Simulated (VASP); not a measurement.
# Si (P6/mmm) in VASP: a series of runs

One crystal, Si, is run at these levels: PBE; tasks: relaxation of shape and atoms at fixed volume.

Everything below comes from runs of VASP 6.6.1. Logs are shortened: lines on timing, memory, paths and dates and some standing lists are left out, and cuts for length are marked.

**1. Starting point**

The structure is hexagonal, space group P6/mmm (No. 191). Conventional cell: a = 2.631 Å, b = 2.631 Å, c = 2.499 Å, α = 90.00°, β = 90.00°, γ = 120.00°. Around Si (site symmetry 6/mmm) lie 8 Si at 2.50 to 2.63 Å.

This isn't the form of Si at room conditions, which is diamond.

**2. Relaxation of shape and atoms at fixed volume, PBE (a relaxed cell with its volume scaled by 0.98)**

INCAR reads:

```
PREC = Accurate
ENCUT = 300
EDIFF = 1E-7
ISMEAR = 1
SIGMA = 0.1
LREAL = F
LASPH = T
NELM = 80
ALGO = Normal
ISIF = 4
LWAVE = F
LCHARG = F
GGA = PE
IBRION = 2
NSW = 40
EDIFFG = -0.01
```

KPOINTS reads:

```
regular mesh
0
Gamma
  9 9 8
```

POSCAR reads:

```
Si                                      
1.0
    2.6128524454      0.0000000000      0.0000000000
   -1.3064262228      2.2627965941      0.0000000000
    0.0000000000      0.0000000000      2.4819285471
  Si            
     1
Direct
     0.0000000000000000    0.0000000000000000    0.0000000000000000
```

Potentials or basis: VASP PAW PBE potentials, release 64 (Si).

The run is started by

```bash
$ cat potpaw_PBE.64/Si/POTCAR > POTCAR
$ mpirun -np 1 vasp_std > vasp.out
```

OUTCAR:

```text
PREC = Accurate
   ENCUT = 300
   EDIFF = 1E-7
   ISMEAR = 1
   LREAL = F
   LASPH = T
   NELM = 80
   ISIF = 4
   GGA = PE
   IBRION = 2
   NSW = 40
   EDIFFG = -0.01

 ion  position               nearest neighbor table
   1  0.000  0.000  0.000-

  LATTYP: Found a hexagonal cell.
 ALAT       =     2.6128524454
 C/A-ratio  =     0.9498923491

  Lattice vectors:

 A1 = (   2.6128524454,   0.0000000000,   0.0000000000)
 A2 = (  -1.3064262228,   2.2627965941,   0.0000000000)
 A3 = (   0.0000000000,   0.0000000000,   2.4819285471)

Analysis of symmetry for initial positions (statically):
=====================================================================
 Subroutine PRICEL returns:
 Original cell was already a primitive cell.

 Routine SETGRP: Setting up the symmetry group for a
 hexagonal supercell.

 Subroutine GETGRP returns: Found 24 space group operations
 (whereof 24 operations were pure point group operations)
 out of a pool of 24 trial point group operations.

The static configuration has the point symmetry D_6h.

Analysis of symmetry for dynamics (positions and initial velocities):
=====================================================================
 Subroutine PRICEL returns:
 Original cell was already a primitive cell.

 Routine SETGRP: Setting up the symmetry group for a
 hexagonal supercell.

 Subroutine GETGRP returns: Found 24 space group operations
 (whereof 24 operations were pure point group operations)
 out of a pool of 24 trial point group operations.

The dynamic configuration has the point symmetry D_6h.

 Subroutine INISYM returns: Found 24 space group operations
 (whereof 24 operations are pure point group operations),
 and found     1 'primitive' translations

----------------------------------------------------------------------------------------

                                     Primitive cell

  volume of cell :      14.6740

  direct lattice vectors                    reciprocal lattice vectors
     2.612852445  0.000000000  0.000000000     0.382723487  0.220965508  0.000000000
    -1.306426223  2.262796594  0.000000000     0.000000000  0.441931017  0.000000000
     0.000000000  0.000000000  2.481928547     0.000000000  0.000000000  0.402912486

  length of vectors
     2.612852445  2.612852445  2.481928547     0.441931017  0.441931017  0.402912486

  position of ions in fractional coordinates (direct lattice)
     0.000000000  0.000000000  0.000000000

  ion indices of the primitive-cell ions
   primitive index   ion index
                 1           1

----------------------------------------------------------------------------------------

 KPOINTS: regular mesh

Automatic generation of k-mesh.
 Grid dimensions read from file:
 generate k-points for:    9    9    8

 Generating k-lattice:

  Cartesian coordinates                     Fractional coordinates (reciprocal lattice)
     0.042524832  0.024551723  0.000000000     0.111111111  0.000000000  0.000000000
     0.000000000  0.049103446  0.000000000     0.000000000  0.111111111  0.000000000
     0.000000000  0.000000000  0.050364061     0.000000000  0.000000000  0.125000000

  Length of vectors
     0.049103446  0.049103446  0.050364061

  Shift w.r.t. Gamma in fractional coordinates (k-lattice)
     0.000000000  0.000000000  0.000000000

 Subroutine IBZKPT returns following result:
 ===========================================

 Found     60 irreducible k-points:

 Following reciprocal coordinates:
            Coordinates               Weight
  0.000000  0.000000  0.000000      1.000000
  0.111111 -0.000000  0.000000      6.000000
  0.222222 -0.000000  0.000000      6.000000
  0.333333 -0.000000  0.000000      6.000000
  0.444444 -0.000000  0.000000      6.000000
  0.111111  0.111111  0.000000      6.000000
[... 16 lines left out ...]
  0.333333  0.222222  0.125000     24.000000
  0.333333  0.333333  0.125000      4.000000
 [... further k-points ...]
   k-points           NKPTS =     60   k-points in BZ     NKDIM =     60   number of bands    NBANDS=      6
   number of dos      NEDOS =    301   number of ions     NIONS =      1
   total plane-waves  NPLWV =   3584
   dimension x,y,z NGX =    16 NGY =   16 NGZ =   14
   dimension x,y,z NGXF=    32 NGYF=   32 NGZF=   28
   ions per type =               1
   NGX,Y,Z   is equivalent  to a cutoff of  10.18, 10.18,  9.38 a.u.
   NGXF,Y,Z  is equivalent  to a cutoff of  20.36, 20.36, 18.76 a.u.
 SYSTEM =  unknown system
   PREC   = accura    normal or accurate (medium, high low for compatibility)
   ISTART =      0    job   : 0-new  1-cont  2-samecut
   ICHARG =      2    charge: 1-file 2-atom 10-const
   ISPIN  =      1    spin polarized calculation?
   LNONCOLLINEAR =      F non collinear calculations
   LSORBIT =      F    spin-orbit coupling
   LASPH  =      T    aspherical Exc in radial PAW
   ENCUT  =  300.0 eV  22.05 Ry    4.70 a.u.   3.69  3.69  3.51*2*pi/ulx,y,z
   NELM   =     80;   NELMIN=  2; NELMDL= -5     # of ELM steps
   EDIFF  = 0.1E-06   stopping-criterion for ELM
   LREAL  =      F    real-space projection
   EDIFFG = -.1E-01   stopping-criterion for IOM
   NSW    =     40    number of steps for IOM
   IBRION =      2    ionic relax: 0-MD 1-quasi-New 2-CG
   NFREE  =      1    steps in history (QN), initial steepest desc. (CG)
   ISIF   =      4    stress and relaxation
   ISYM   =      2    0-nonsym 1-usesym 2-fastsym
   POTIM  = 0.5000    time-step for ionic-motion
   TEBEG  =    0.0;   TEEND  =   0.0 temperature during run
   PSTRESS=    0.0 pullay stress
   NELECT =       4.0000    total number of electrons
   NUPDOWN=      -1.0000    fix difference up-down
   EMIN   =  10.00;   EMAX   =-10.00  energy-range for DOS
   EFERMI =   0.00;   METHOD = LEGACY
   ISMEAR =     1;   SIGMA  =   0.10  broadening in eV -4-tet -1-fermi 0-gaus
   EFERMI_NEDOS =   21; number of points for ismear=-14 and -15
   IALGO  =     38    algorithm
   IMIX   =      4    mixing-type and parameters
     AMIX     =   0.40;   BMIX     =  1.00
     AMIX_MAG =   1.60;   BMIX_MAG =  1.00
  volume/ion in A,a.u.               =      14.67        99.03
  Fermi-wavevector in a.u.,A,eV,Ry     =   1.061479  2.005905 15.330211  1.126739
  Thomas-Fermi vector in A             =   2.196897
   LORBIT       =      0    0 simple, 1 ext, 2 COOP (PROOUT), +10 PAW based schemes
   GGA     = PE    functional components
   LHFCALC =     F    Hartree Fock is set to
   AEXX    =    0.0000 exact exchange contribution
   IVDW    =     0    specifies the selected vdW correction
   LEPSILON=     F    determine dielectric tensor
   LRPA    =     F    only Hartree local field effects (RPA)
 conjugate gradient relaxation of ions
 non-spin polarized calculation
 Methfessel and Paxton  Order N= 1 SIGMA  =   0.10
  energy-cutoff  :      300.00
  volume of cell :       14.67
 maximum number of plane-waves:       186
 NGX is ok and might be reduce to    16
   NGX =  7   NGY =  7   NGZ =  7

 number of electron       3.9999999 magnetization

 Free energy of the ion-electron system (eV)
  ---------------------------------------------------
  ext. energy  EPLUGINS =         0.00000000
  ---------------------------------------------------
  free energy    TOTEN  =        -5.08128993 eV

  energy without entropy =       -5.08139757  energy(sigma->0) =       -5.08132581

 E-fermi :   9.7738     XC(G=0): -11.0692

 val. band max:        9.7194021273   @ k =   0.3333   0.2222   0.5000
 cond. band min:       9.8480567919   @ k =   0.2222   0.1111   0.2500
 fundamental gap:      0.1286546646
 Fermi energy:         9.7738277612

 k-point     1 :       0.0000    0.0000    0.0000
  band No.  band energies     occupation
      1      -4.4545      2.00000
      2      17.1148      0.00000
      3      17.4029      0.00000
      4      20.2333      0.00000
      5      20.2333      0.00000
      6      22.1117      0.00000

 k-point     2 :       0.1111   -0.0000    0.0000
  band No.  band energies     occupation
      1      -4.1057      2.00000
      2      15.7240      0.00000
      3      17.6968      0.00000
      4      18.5672      0.00000
      5      18.5762      0.00000
      6      22.1366      0.00000

 k-point     3 :       0.2222   -0.0000    0.0000
  band No.  band energies     occupation
      1      -3.0634      2.00000
      2      11.7841      0.00000
      3      16.8263      0.00000
      4      17.5840      0.00000
      5      18.5734      0.00000
      6      22.5001      0.00000

 k-point     4 :       0.3333   -0.0000    0.0000
  band No.  band energies     occupation
      1      -1.3420      2.00000
      2       7.7179      2.00000
      3      15.6350      0.00000
      4      16.8176      0.00000
      5      20.0055      0.00000
      6      23.8501      0.00000

 k-point     5 :       0.4444   -0.0000    0.0000
  band No.  band energies     occupation
      1       1.0181      2.00000
      2       4.1395      2.00000
      3      15.0372      0.00000
      4      16.3546      0.00000
      5      21.8123      0.00000
      6      25.3064      0.00000

 k-point     6 :       0.1111    0.1111    0.0000
  band No.  band energies     occupation
      1      -3.4101      2.00000
      2      13.6454      0.00000
      3      14.9226      0.00000
      4      18.2822      0.00000
      5      19.6173      0.00000
      6      23.0207      0.00000

 k-point     7 :       0.2222    0.1111    0.0000
  band No.  band energies     occupation
      1      -2.0278      2.00000
      2       9.9206     -0.05817
      3      12.8911      0.00000
      4      19.4389      0.00000
      5      20.0871      0.00000
      6      23.6873      0.00000

 k-point     8 :       0.3333    0.1111    0.0000
  band No.  band energies     occupation
      1       0.0194      2.00000
      2       6.0951      2.00000
      3      11.9296      0.00000
      4      19.9557      0.00000
      5      21.0979      0.00000
      6      25.1862      0.00000
[... 91 lines left out ...]
 k-point    19 :       0.2222    0.1111    0.1250
  band No.  band energies     occupation
      1      -1.6715      2.00000
      2      10.1514     -0.00000
      3      13.0415      0.00000
      4      15.7833      0.00000
      5      21.9913      0.00000
      6      25.8800      0.00000

 k-point    20 :       0.3333    0.1111    0.1250
  band No.  band energies     occupation
      1       0.3723      2.00000
      2       6.4172      2.00000
      3      12.1738      0.00000
      4      17.2042      0.00000
      5      21.2416      0.00000
      6      23.7069      0.00000

 k-point    21 :       0.4444    0.1111    0.1250
  band No.  band energies     occupation
      1       2.7276      2.00000
      2       3.4633      2.00000
      3      11.8799      0.00000
      4      18.3419      0.00000
      5      21.1345      0.00000
      6      21.8545      0.00000

 k-point    22 :       0.2222    0.2222    0.1250
  band No.  band energies     occupation
      1       0.0356      2.00000
      2       8.6256      2.00000
      3       9.4268      2.00001
      4      17.0947      0.00000
      5      24.4697      0.00000
      6      25.7770      0.00000

 k-point    23 :       0.3333    0.2222    0.1250
  band No.  band energies     occupation
      1       2.3741      2.00000
      2       5.4466      2.00000
      3       8.4387      2.00000
      4      18.9319      0.00000
      5      22.4814      0.00000
      6      25.6570      0.00000

 k-point    24 :       0.3333    0.3333    0.1250
  band No.  band energies     occupation
      1       4.4208      2.00000
      2       5.4570      2.00000
      3       5.4570      2.00000
      4      20.0497      0.00000
      5      23.1237      0.00000
      6      23.1237      0.00000

 [... further k-points ...]

------------------------ aborting loop because EDIFF is reached ----------------------------------------

  FORCE on cell =-STRESS in cart. coord.  units (eV):
  Direction    XX          YY          ZZ          XY          YZ          ZX
  --------------------------------------------------------------------------------------
  -------------------------------------------------------------------------------------
  Total        0.2089648      0.2089648      0.2161973     -0.0000000      0.0000000      0.0000000
  in kB       22.8157141     22.8157141     23.6053944     -0.0000000      0.0000000      0.0000000
  external PRESSURE =      23.0789409 kB  Pullay stress =       0.0000000 kB

 VOLUME and BASIS-vectors are now :
 -----------------------------------------------------------------------------
  energy-cutoff  :      300.00
  volume of cell :       14.67
      direct lattice vectors                 reciprocal lattice vectors
     2.612852445  0.000000000  0.000000000     0.382723487  0.220965508  0.000000000
    -1.306426223  2.262796594  0.000000000     0.000000000  0.441931017  0.000000000
     0.000000000  0.000000000  2.481928547     0.000000000  0.000000000  0.402912486

 POSITION                                       TOTAL-FORCE (eV/Angst)
 -----------------------------------------------------------------------------------
      0.00000      0.00000      0.00000         0.000000      0.000000      0.000000
 -----------------------------------------------------------------------------------
    total drift:                                0.000000      0.000000      0.000000

  FREE ENERGIE OF THE ION-ELECTRON SYSTEM (eV)
  ---------------------------------------------------
  free  energy   TOTEN  =        -5.0812899318 eV

  energy  without entropy=       -5.0813975745  energy(sigma->0) =       -5.08132581

 reached required accuracy - stopping structural energy minimisation
```

It took 2.9 s on 1 thread of Intel Xeon Platinum 8488C (Sapphire Rapids), shared host; peak memory 0.1 GiB.

Results:

```yaml
Free_energy: -5.0813 eV
Pressure_after_relaxing: 2.3 GPa
Band_gap_on_the_k_mesh: none (metal or under the smearing width)
```

Final structure:
```cif
data_structure
_symmetry_space_group_name_H-M 'P 1'
_symmetry_Int_Tables_number 1
_cell_length_a 2.6129
_cell_length_b 2.6129
_cell_length_c 2.4819
_cell_angle_alpha 90.000
_cell_angle_beta 90.000
_cell_angle_gamma 120.000
_cell_volume 14.67
loop_
_atom_site_label
_atom_site_type_symbol
_atom_site_fract_x
_atom_site_fract_y
_atom_site_fract_z
_atom_site_occupancy
Si1 Si 0.00000 0.00000 0.00000 1
```

Levels at points of the mesh, in eV from the Fermi level:
| k point | band 1 | band 2 | band 3 | band 4 | band 5 |
| --- | --- | --- | --- | --- | --- |
| (0.00, 0.00, 0.00) | -14.23 | 7.34 | 7.63 | 10.46 | 10.46 |
| (0.00, 0.00, 0.50) | -9.44 | -7.33 | 13.99 | 13.99 | 15.01 |

Caveat: the cutoff is under 1.25 times the usual one of these potentials, so pressure, stress and relaxed cells hold a basis-set (Pulay) error; the relaxation stopped at its first step, so nothing moved.

**3. Relaxation of shape and atoms at fixed volume, PBE**

INCAR is that of step 2.

KPOINTS is that of step 2.

POSCAR reads:

```
Si                                      
1.0
    2.6305073894      0.0000000000      0.0000000000
   -1.3152536948      2.2780862241      0.0000000000
    0.0000000000      0.0000000000      2.4986988433
  Si            
     1
Direct
     0.0000000000000000    0.0000000000000000    0.0000000000000000
```

Potentials or basis: VASP PAW PBE potentials, release 64 (Si).

The run is started by

```bash
$ cat potpaw_PBE.64/Si/POTCAR > POTCAR
$ mpirun -np 1 vasp_std > vasp.out
```

OUTCAR:

```text
PREC = Accurate
   ENCUT = 300
   EDIFF = 1E-7
   ISMEAR = 1
   LREAL = F
   LASPH = T
   NELM = 80
   ISIF = 4
   GGA = PE
   IBRION = 2
   NSW = 40
   EDIFFG = -0.01

 ion  position               nearest neighbor table
   1  0.000  0.000  0.000-

  LATTYP: Found a hexagonal cell.
 ALAT       =     2.6305073894
 C/A-ratio  =     0.9498923490

  Lattice vectors:

 A1 = (   2.6305073894,   0.0000000000,   0.0000000000)
[... 400 lines left out ...]

 [... further k-points ...]

------------------------ aborting loop because EDIFF is reached ----------------------------------------

  FORCE on cell =-STRESS in cart. coord.  units (eV):
  Direction    XX          YY          ZZ          XY          YZ          ZX
  --------------------------------------------------------------------------------------
  -------------------------------------------------------------------------------------
  Total       -0.0036767     -0.0036767     -0.0036349      0.0000000     -0.0000000      0.0000000
  in kB       -0.3934048     -0.3934048     -0.3889329      0.0000000     -0.0000000      0.0000000
  external PRESSURE =      -0.3919142 kB  Pullay stress =       0.0000000 kB

 VOLUME and BASIS-vectors are now :
 -----------------------------------------------------------------------------
  energy-cutoff  :      300.00
  volume of cell :       14.97
      direct lattice vectors                 reciprocal lattice vectors
     2.630507389  0.000000000  0.000000000     0.380154796  0.219482474  0.000000000
    -1.315253695  2.278086224  0.000000000     0.000000000  0.438964948  0.000000000
     0.000000000  0.000000000  2.498698843     0.000000000  0.000000000  0.400208293

 POSITION                                       TOTAL-FORCE (eV/Angst)
 -----------------------------------------------------------------------------------
      0.00000      0.00000      0.00000        -0.000000      0.000000      0.000000
 -----------------------------------------------------------------------------------
    total drift:                               -0.000000     -0.000000      0.000000

  FREE ENERGIE OF THE ION-ELECTRON SYSTEM (eV)
  ---------------------------------------------------
  free  energy   TOTEN  =        -5.0842138099 eV

  energy  without entropy=       -5.0848216170  energy(sigma->0) =       -5.08441641

 reached required accuracy - stopping structural energy minimisation
```

OSZICAR:

```text
N       E                     dE             d eps       ncg     rms          rms(c)
DAV:   1    -0.344423564620E+01   -0.34442E+01   -0.13854E+03   816   0.318E+02
DAV:   2    -0.507681843447E+01   -0.16326E+01   -0.15200E+01   996   0.282E+01
DAV:   3    -0.509045938397E+01   -0.13641E-01   -0.13641E-01   888   0.249E+00
DAV:   4    -0.509048155909E+01   -0.22175E-04   -0.22174E-04  1026   0.977E-02
DAV:   5    -0.509048159139E+01   -0.32303E-07   -0.32193E-07   906   0.258E-03    0.299E+00
DAV:   6    -0.508677420273E+01    0.37074E-02   -0.17719E-03   780   0.268E-01    0.170E+00
DAV:   7    -0.508421550825E+01    0.25587E-02   -0.39555E-03   810   0.409E-01    0.163E-01
DAV:   8    -0.508421442110E+01    0.10871E-05   -0.71112E-05  1008   0.673E-02    0.183E-02
DAV:   9    -0.508421426308E+01    0.15802E-06   -0.28914E-06   870   0.137E-02    0.389E-03
DAV:  10    -0.508421385330E+01    0.40977E-06   -0.38520E-07   930   0.389E-03    0.553E-04
DAV:  11    -0.508421380986E+01    0.43450E-07   -0.15355E-08   462   0.108E-03
   1 F= -.50842138E+01 E0= -.50844164E+01  d E =-.508421E+01
```

It took 2.5 s on 1 thread of Intel Xeon Platinum 8488C (Sapphire Rapids), shared host; peak memory 0.1 GiB.

Results:

```yaml
Free_energy: -5.0842 eV
Pressure_after_relaxing: 0.0 GPa
Band_gap_on_the_k_mesh: none (metal or under the smearing width)
```

Final structure:
```cif
data_structure
_symmetry_space_group_name_H-M 'P 1'
_symmetry_Int_Tables_number 1
_cell_length_a 2.6305
_cell_length_b 2.6305
_cell_length_c 2.4987
_cell_angle_alpha 90.000
_cell_angle_beta 90.000
_cell_angle_gamma 120.000
_cell_volume 14.97
loop_
_atom_site_label
_atom_site_type_symbol
_atom_site_fract_x
_atom_site_fract_y
_atom_site_fract_z
_atom_site_occupancy
Si1 Si 0.00000 0.00000 0.00000 1
```

Caveat: the cutoff is under 1.25 times the usual one of these potentials, so pressure, stress and relaxed cells hold a basis-set (Pulay) error; the relaxation stopped at its first step, so nothing moved.

[end of part 1 of 2]
